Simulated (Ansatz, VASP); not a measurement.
# Two plane-wave programs on ZnS

```
Zn S
1.0
     1.43112    3.57780    3.57780
     3.57780    1.43112    3.57780
     3.57780    3.57780    1.43112
Zn S
1 1
Cartesian
  0.0000 0.0000 0.0000
  6.4400 6.4400 6.4400
```

Alike in both runs: task single point; functional r2SCAN; k mesh 8 × 8 × 8; occupations gaussian, width 0.05 eV; no spin polarisation.

```csv
,VASP,Ansatz
version,VASP 6.6.1,Ansatz 0.2.0
potentials or method,"VASP PAW PBE potentials, release 64 (Zn, S)","scalar-relativistic, plane waves, PAW"
plane-wave cutoff (eV),520,500
valence electrons in the cell,18,18
```

|  | VASP | Ansatz | Ansatz less VASP |
| --- | --- | --- | --- |
| gap on the k mesh at the Fermi level (eV) | none | none | - |
| pressure (GPa) | 23.8 | 23.6 | -0.17 |
| largest component of the traceless stress (GPa) | 11.04 | 11.00 | -0.033 |
| rms of the force components (eV/Å) | 0.851 | 0.830 | -0.0210 |

Atom by atom the forces differ by 0.021 eV/Å (rms over components). A gap of «none» marks a metal or a gap that the smearing closes. The functional is the same, so the differences come from potentials, cutoffs and numerics.

Caveats: so large a pressure means that the cell lies far from this level's equilibrium, or that cutoff or potentials fall short (VASP); the potentials were made for another functional, which shifts forces and pressure (VASP).
